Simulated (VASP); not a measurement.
# Te2Mo (P6_3/mmc) in VASP: single point with PBE+D3(BJ)

Aim: the single point of Te2Mo with PBE+D3(BJ).

Everything below comes from runs of VASP 6.6.1. Logs are shortened: lines on timing, memory, paths and dates and some standing lists are left out, and cuts for length are marked.

**1. The crystal as given**

The structure is hexagonal, space group P6_3/mmc (No. 194). The conventional cell has a = 3.497 Å, b = 3.497 Å, c = 13.705 Å, α = 90.00°, β = 90.00°, γ = 120.00°. Te (site symmetry 3m) is surrounded by 3 Mo at 2.72 Å. Around Mo (site symmetry -6m2) lie 6 Te at 2.72 Å.

The cell is a database's computed one.

**2. Single point, PBE+D3(BJ)**

File INCAR:

```
ALGO = Fast
EDIFF = 1E-6
ENCUT = 520
GGA = PE
ISIF = 2
ISMEAR = 0
IVDW = 12
LASPH = T
LCHARG = F
LREAL = F
LWAVE = F
NBANDS = 35
NELM = 100
PREC = Accurate
SIGMA = 0.02
```

File KPOINTS:

```
k-points
0
Gamma
  9 9 2
```

File POSCAR:

```
Te2Mo
1.0
    3.4966719776      0.0000000000      0.0000000000
   -1.7483359888      3.0282067613      0.0000000000
    0.0000000000      0.0000000000     13.7051192426
Te Mo
4 2
Direct
    0.3333333333      0.6666666667      0.1174268768
    0.6666666667      0.3333333333      0.6173931118
    0.6666666667      0.3333333333      0.8825731232
    0.3333333333      0.6666666667      0.3826068882
    0.3333333333      0.6666666667      0.7499829024
    0.6666666667      0.3333333333      0.2500170976
```

Potentials or basis: VASP PAW PBE potentials, release 64 (Te, Mo_sv).

Command:

```sh
cat potpaw_PBE.64/Te/POTCAR potpaw_PBE.64/Mo_sv/POTCAR > POTCAR
mpirun -np 1 vasp_std > vasp.out
```

OUTCAR:

```text
EDIFF = 1E-6
   ENCUT = 520
   GGA = PE
   ISIF = 2
   ISMEAR = 0
   IVDW = 12
   LASPH = T
   LREAL = F
   NELM = 100
   PREC = Accurate
 IVDW          = 12

 ion  position               nearest neighbor table
   1  0.333  0.667  0.117-   6 2.72   6 2.72   6 2.72   4 3.63
   2  0.667  0.333  0.617-   5 2.72   5 2.72   5 2.72   3 3.63
   3  0.667  0.333  0.883-   5 2.72   5 2.72   5 2.72   2 3.63
   4  0.333  0.667  0.383-   6 2.72   6 2.72   6 2.72   1 3.63
   5  0.333  0.667  0.750-   2 2.72   2 2.72   2 2.72   3 2.72   3 2.72   3 2.72
   6  0.667  0.333  0.250-   4 2.72   4 2.72   4 2.72   1 2.72   1 2.72   1 2.72

  LATTYP: Found a hexagonal cell.
 ALAT       =     3.4966719776
 C/A-ratio  =     3.9194752411

  Lattice vectors:

 A1 = (   3.4966719776,   0.0000000000,   0.0000000000)
 A2 = (  -1.7483359888,   3.0282067613,   0.0000000000)
 A3 = (   0.0000000000,   0.0000000000,  13.7051192426)

Analysis of symmetry for initial positions (statically):
=====================================================================
 Subroutine PRICEL returns:
 Original cell was already a primitive cell.

 Routine SETGRP: Setting up the symmetry group for a
 hexagonal supercell.

 Subroutine GETGRP returns: Found 12 space group operations
 (whereof 12 operations were pure point group operations)
 out of a pool of 24 trial point group operations.

The static configuration has the point symmetry D_3d.

Analysis of symmetry for dynamics (positions and initial velocities):
=====================================================================
 Subroutine PRICEL returns:
 Original cell was already a primitive cell.

 Routine SETGRP: Setting up the symmetry group for a
 hexagonal supercell.

 Subroutine GETGRP returns: Found 12 space group operations
 (whereof 12 operations were pure point group operations)
 out of a pool of 24 trial point group operations.

The dynamic configuration has the point symmetry D_3d.

 Subroutine INISYM returns: Found 12 space group operations
 (whereof 12 operations are pure point group operations),
 and found     1 'primitive' translations

----------------------------------------------------------------------------------------

                                     Primitive cell

  volume of cell :     145.1187

  direct lattice vectors                    reciprocal lattice vectors
     3.496671978  0.000000000  0.000000000     0.285986220  0.165114221  0.000000000
    -1.748335989  3.028206761  0.000000000     0.000000000  0.330228442  0.000000000
     0.000000000  0.000000000 13.705119243     0.000000000  0.000000000  0.072965436

  length of vectors
     3.496671978  3.496671978 13.705119243     0.330228442  0.330228442  0.072965436

  position of ions in fractional coordinates (direct lattice)
     0.333333333  0.666666667  0.117426877
     0.666666667  0.333333333  0.617393112
     0.666666667  0.333333333  0.882573123
     0.333333333  0.666666667  0.382606888
     0.333333333  0.666666667  0.749982902
     0.666666667  0.333333333  0.250017098

  ion indices of the primitive-cell ions
   primitive index   ion index
                 1           1
                 2           2
                 3           3
                 4           4
                 5           5
                 6           6

----------------------------------------------------------------------------------------

 KPOINTS: k-points

Automatic generation of k-mesh.
 Grid dimensions read from file:
 generate k-points for:    9    9    2

 Generating k-lattice:

  Cartesian coordinates                     Fractional coordinates (reciprocal lattice)
     0.031776247  0.018346025  0.000000000     0.111111111  0.000000000  0.000000000
     0.000000000  0.036692049  0.000000000     0.000000000  0.111111111  0.000000000
     0.000000000  0.000000000  0.036482718     0.000000000  0.000000000  0.500000000

  Length of vectors
     0.036692049  0.036692049  0.036482718

  Shift w.r.t. Gamma in fractional coordinates (k-lattice)
     0.000000000  0.000000000  0.000000000

 Subroutine IBZKPT returns following result:
 ===========================================

 Found     24 irreducible k-points:

 Following reciprocal coordinates:
            Coordinates               Weight
  0.000000  0.000000  0.000000      1.000000
  0.111111  0.000000  0.000000      6.000000
  0.222222  0.000000  0.000000      6.000000
  0.333333  0.000000  0.000000      6.000000
  0.444444  0.000000  0.000000      6.000000
  0.111111  0.111111  0.000000      6.000000
[... 16 lines left out ...]
  0.333333  0.222222  0.500000     12.000000
  0.333333  0.333333  0.500000      2.000000
   k-points           NKPTS =     24   k-points in BZ     NKDIM =     24   number of bands    NBANDS=     35
   number of dos      NEDOS =    301   number of ions     NIONS =      6
   total plane-waves  NPLWV =  84672
   dimension x,y,z NGX =    28 NGY =   28 NGZ =  108
   dimension x,y,z NGXF=    56 NGYF=   56 NGZF=  216
   ions per type =               4   2
   NGX,Y,Z   is equivalent  to a cutoff of  13.31, 13.31, 13.10 a.u.
   NGXF,Y,Z  is equivalent  to a cutoff of  26.62, 26.62, 26.20 a.u.
 SYSTEM =  unknown system
   PREC   = accura    normal or accurate (medium, high low for compatibility)
   ISTART =      0    job   : 0-new  1-cont  2-samecut
   ICHARG =      2    charge: 1-file 2-atom 10-const
   ISPIN  =      1    spin polarized calculation?
   LNONCOLLINEAR =      F non collinear calculations
   LSORBIT =      F    spin-orbit coupling
   LASPH  =      T    aspherical Exc in radial PAW
   ENCUT  =  520.0 eV  38.22 Ry    6.18 a.u.   6.50  6.50 25.48*2*pi/ulx,y,z
   NELM   =    100;   NELMIN=  2; NELMDL= -5     # of ELM steps
   EDIFF  = 0.1E-05   stopping-criterion for ELM
   LREAL  =      F    real-space projection
   EDIFFG = 0.1E-04   stopping-criterion for IOM
   NSW    =      0    number of steps for IOM
   IBRION =     -1    ionic relax: 0-MD 1-quasi-New 2-CG
   NFREE  =      0    steps in history (QN), initial steepest desc. (CG)
   ISIF   =      2    stress and relaxation
   ISYM   =      2    0-nonsym 1-usesym 2-fastsym
   POTIM  = 0.5000    time-step for ionic-motion
   TEBEG  =    0.0;   TEEND  =   0.0 temperature during run
   PSTRESS=    0.0 pullay stress
   NELECT =      52.0000    total number of electrons
   NUPDOWN=      -1.0000    fix difference up-down
   EMIN   =  10.00;   EMAX   =-10.00  energy-range for DOS
   EFERMI =   0.00;   METHOD = LEGACY
   ISMEAR =     0;   SIGMA  =   0.02  broadening in eV -4-tet -1-fermi 0-gaus
   EFERMI_NEDOS =   21; number of points for ismear=-14 and -15
   IALGO  =     68    algorithm
   IMIX   =      4    mixing-type and parameters
     AMIX     =   0.40;   BMIX     =  1.00
     AMIX_MAG =   1.60;   BMIX_MAG =  1.00
  volume/ion in A,a.u.               =      24.19       163.22
  Fermi-wavevector in a.u.,A,eV,Ry     =   1.162791  2.197356 18.396194  1.352082
  Thomas-Fermi vector in A             =   2.299348
   LORBIT       =      0    0 simple, 1 ext, 2 COOP (PROOUT), +10 PAW based schemes
   GGA     = PE    functional components
   LHFCALC =     F    Hartree Fock is set to
   AEXX    =    0.0000 exact exchange contribution
   IVDW    =    12    specifies the selected vdW correction
   LEPSILON=     F    determine dielectric tensor
   LRPA    =     F    only Hartree local field effects (RPA)
 non-spin polarized calculation
 RMM-DIIS sequential band-by-band and
 Gauss-broadening in eV      SIGMA  =   0.02
  energy-cutoff  :      520.00
  volume of cell :      145.12
 maximum number of plane-waves:      3974
 NGX is ok and might be reduce to    28
   NGX = 13   NGY = 13   NGZ = 51

 number of electron      51.9999998 magnetization

 Free energy of the ion-electron system (eV)
  ---------------------------------------------------
  ext. energy  EPLUGINS =         0.00000000
  ---------------------------------------------------
  free energy    TOTEN  =       -35.90826858 eV

  energy without entropy =      -35.90826858  energy(sigma->0) =      -35.90826858

 E-fermi :   8.7256     XC(G=0): -10.6380

 val. band max:        8.6237264354   @ k =   0.0000   0.0000   0.0000
 cond. band min:       9.2935364016   @ k =   0.2222   0.2222   0.0000
 fundamental gap:      0.6698099662
 Fermi energy:         8.7256136084

 k-point     1 :       0.0000    0.0000    0.0000
  band No.  band energies     occupation
      1     -52.2291      2.00000
      2     -52.2290      2.00000
      3     -26.4059      2.00000
      4     -26.4059      2.00000
      5     -26.2648      2.00000
      6     -26.2648      2.00000
[... 27 lines left out ...]
     34      12.0354      0.00000
     35      14.5796      0.00000

 k-point     2 :       0.1111    0.0000    0.0000
  band No.  band energies     occupation
      1     -52.2278      2.00000
      2     -52.2278      2.00000
      3     -26.4023      2.00000
      4     -26.4023      2.00000
      5     -26.2812      2.00000
      6     -26.2812      2.00000
[... 27 lines left out ...]
     34      11.8789      0.00000
     35      15.1716      0.00000

 k-point     3 :       0.2222    0.0000    0.0000
  band No.  band energies     occupation
      1     -52.2247      2.00000
      2     -52.2247      2.00000
      3     -26.3932      2.00000
      4     -26.3932      2.00000
      5     -26.3223      2.00000
      6     -26.3223      2.00000
[... 27 lines left out ...]
     34      12.2048      0.00000
     35      14.8779      0.00000
[... 723 lines left out ...]
 k-point    23 :       0.3333    0.2222    0.5000
  band No.  band energies     occupation
      1     -52.2177      2.00000
      2     -52.2177      2.00000
      3     -26.3824      2.00000
      4     -26.3824      2.00000
      5     -26.3732      2.00000
      6     -26.3732      2.00000
[... 27 lines left out ...]
     34      12.1783      0.00000
     35      13.6761      0.00000

 k-point    24 :       0.3333    0.3333    0.5000
  band No.  band energies     occupation
      1     -52.2171      2.00000
      2     -52.2171      2.00000
      3     -26.3714      2.00000
      4     -26.3714      2.00000
      5     -26.3694      2.00000
      6     -26.3694      2.00000
[... 27 lines left out ...]
     34      12.1874      0.00000
     35      13.5891      0.00000

------------------------ aborting loop because EDIFF is reached ----------------------------------------

 Edisp (eV)   -3.32232

 E8    (eV) :    -1.5308

  FORCE on cell =-STRESS in cart. coord.  units (eV):
  Direction    XX          YY          ZZ          XY          YZ          ZX
  --------------------------------------------------------------------------------------
  -------------------------------------------------------------------------------------
  Total      -0.01759    -0.01759     0.04469    -0.00000     0.00000     0.00000
  in kB      -0.19424    -0.19424     0.49344    -0.00000     0.00000     0.00000
  external pressure =        0.03 kB  Pullay stress =        0.00 kB

 VOLUME and BASIS-vectors are now :
 -----------------------------------------------------------------------------
  energy-cutoff  :      520.00
  volume of cell :      145.12
      direct lattice vectors                 reciprocal lattice vectors
     3.496671978  0.000000000  0.000000000     0.285986220  0.165114221  0.000000000
    -1.748335989  3.028206761  0.000000000     0.000000000  0.330228442  0.000000000
     0.000000000  0.000000000 13.705119243     0.000000000  0.000000000  0.072965436

 POSITION                                       TOTAL-FORCE (eV/Angst)
 -----------------------------------------------------------------------------------
     -0.00000      2.01880      1.60935         0.000000      0.000000     -0.015598
      1.74834      1.00940      8.46145        -0.000000     -0.000000     -0.015157
      1.74834      1.00940     12.09577        -0.000000      0.000000      0.015598
     -0.00000      2.01880      5.24367        -0.000000      0.000000      0.015157
     -0.00000      2.01880     10.27861        -0.000000      0.000000      0.000185
      1.74834      1.00940      3.42651         0.000000     -0.000000     -0.000185
 -----------------------------------------------------------------------------------
    total drift:                                0.000000     -0.000000     -0.000000

  FREE ENERGIE OF THE ION-ELECTRON SYSTEM (eV)
  ---------------------------------------------------
  free  energy   TOTEN  =       -39.2305908157 eV

  energy  without entropy=      -39.2305908157  energy(sigma->0) =      -39.23059082
```

Wall time 73 s (1 thread of Intel Xeon 6975P-C (Granite Rapids), shared host); peak memory 0.34 GiB.

What came out:

```yaml
Free_energy: -39.2306 eV
Pressure: 0.0 GPa
Largest_force: 0.016 eV/Å
Band_gap_on_the_k_mesh: 0.67 eV, indirect (least direct gap 1.04 eV)
Dispersion_energy_per_atom: -0.554 eV
```

Forces on the atoms (eV/Å):
```
Te   0.000  0.000 -0.016
Te   0.000  0.000 -0.015
Te   0.000  0.000  0.016
Te   0.000  0.000  0.015
Mo   0.000  0.000  0.000
Mo   0.000  0.000  0.000
```

Levels at points of the mesh, in eV from the valence-band top:
```csv
k point,band 23,band 24,band 25,band 26,band 27,band 28,band 29,band 30
"(0.00, 0.00, 0.00)",-1.01,-1.01,-0.18,0.00,2.87,2.87,3.05,3.05
"(0.00, 0.00, 0.50)",-1.04,-1.04,-0.05,-0.05,2.91,2.91,2.91,2.91
```

Caveat: spin-orbit coupling is left out, which moves the levels of the heavy elements; an odd mesh through Γ misses points on the zone boundary, where band edges often lie.

**3. Against experiment**

Step 2. The gap isn't set beside the measured one, since this odd mesh misses points on the zone boundary.
